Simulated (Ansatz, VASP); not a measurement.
One calculation of Mg, two programs

```
CELL_PARAMETERS angstrom
0.00000 2.27617 2.27617
2.27617 0.00000 2.27617
2.27617 2.27617 0.00000
ATOMIC_POSITIONS crystal
Mg 0.00000 0.00000 0.00000
```

Change from the starting cell: volume scaled by 1.02.

Alike in both runs: task single point; functional PBE; k mesh 13 × 13 × 13; occupations fermi-dirac, width 0.08 eV; no spin polarisation.

|  | VASP | Ansatz |
| --- | --- | --- |
| version | VASP 6.6.1 | Ansatz 0.2.0 |
| potentials or method | VASP PAW PBE potentials, release 64 (Mg), cutoff 520 eV | all-electron LAPW, scalar-relativistic |

|  | VASP | Ansatz | Ansatz less VASP |
| --- | --- | --- | --- |
| pressure (GPa) | -0.8 | -0.7 | +0.10 |

Ansatz ran all-electron here, so the differences hold the error of VASP's frozen core and of both bases.
